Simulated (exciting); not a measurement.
Crystal: ZnS.

```
Zn S
1.0
     0.00000    2.70200    2.70200
     2.70200    0.00000    2.70200
     2.70200    2.70200    0.00000
Zn S
1 1
Direct
  0.75000 0.75000 0.75000
  0.00000 0.00000 0.00000
```

Base run:

```yaml
Program: exciting (release sodium)
Functional: PBE
Potentials_or_basis: all-electron LAPW+lo, shipped species files, valence relativity iora*
rgkmax: 8.5
k_mesh: 9 × 9 × 9
Occupations: fermi-dirac, width 0.05 eV
Spin: no spin polarisation
```

Its results: band gap on the k mesh 2.11 eV, direct.

Problem. The run is repeated on the same cell with these changes: functional from PBE to PBEsol. What comes out?

Solution. Band gap on the k mesh 1.97 eV, direct.
